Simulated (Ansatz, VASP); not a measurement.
## Li2H: VASP beside Ansatz

INCAR

```
PREC = Accurate
ENCUT = 600
EDIFF = 1E-7
ISMEAR = 0
SIGMA = 0.1
LREAL = F
LASPH = T
NELM = 80
ALGO = Normal
ISIF = 3
LWAVE = F
LCHARG = F
GGA = PE
IBRION = 2
NSW = 90
EDIFFG = -0.04
```

Contents of KPOINTS:

```
regular mesh
0
Gamma
  8 8 4
```

Contents of POSCAR:

```
Li2H
1.0
    1.3993530900     -1.9969748600      0.0000000000
    1.3993530900      1.9969748600      0.0000000000
    0.0000000000      0.0000000000      5.8248523500
Li H
2 1
Direct
    0.0000000000      0.0000000000      0.6816860700
    0.0000000000      0.0000000000      0.3183139300
    0.5000000000      0.5000000000      0.0000000000
```

Input for Ansatz:

```yaml
crystal:
  lattice:
    - [1.39935309, -1.99697486, 0.0]
    - [1.39935309, 1.99697486, 0.0]
    - [0.0, 0.0, 5.82485235]
  atoms:
    - { symbol: Li, position: [0.0, 0.0, 0.68168607] }
    - { symbol: Li, position: [0.0, 0.0, 0.31831393] }
    - { symbol: H, position: [0.5, 0.5, 0.0] }
basis:
  ecutwfc: 420
kpoints:
  mp_grid: { grid: [8, 8, 4] }
hamiltonian:
  xc: pbe
scf:
  occupations: { method: gaussian, width: 0.1 }
  lower_state_search: "off"
output:
  forces: true
  stress: true
  eigenvalues: true
relax:
  adjacent_minimum: "off"
  f_tol: 0.04
  max_steps: 70
  cell: { stress_tol: 0.4 }
```

Alike in both runs: task relaxation of cell and atoms; functional PBE; k mesh 8 × 8 × 4; occupations gaussian, width 0.1 eV; no spin polarisation.

|  | VASP | Ansatz |
| --- | --- | --- |
| version | VASP 6.6.1 | Ansatz 0.2.0 |
| potentials or method | VASP PAW PBE potentials, release 64 (Li_sv, H) | scalar-relativistic, plane waves, PAW |
| plane-wave cutoff (eV) | 600 | 420 |
| valence electrons in the cell | 7 | 7 |

VASP gave:

```
gap on the k mesh at the Fermi level, each at its own relaxed structure (eV) : none
relaxed volume (Å³/atom)                                                     : 12.08
relaxed cell length with the largest relative difference (Å)                 : 2.838
energy change over the relaxation (meV/atom)                                 : -506
```

**Question.** What did Ansatz give for the same quantities?

**Answer.** gap on the k mesh at the Fermi level, each at its own relaxed structure (eV): none; relaxed volume (Å³/atom): 13.23; relaxed cell length with the largest relative difference (Å): 3.075; energy change over the relaxation (meV/atom): -522.

A gap of «none» marks a metal or a gap that the smearing closes. One of these differences is far larger than is usual between the two programs; its cause wasn't traced.

Caveats: the cutoff is under 1.25 times the usual one of these potentials, so pressure, stress and relaxed cells hold a basis-set (Pulay) error (VASP).
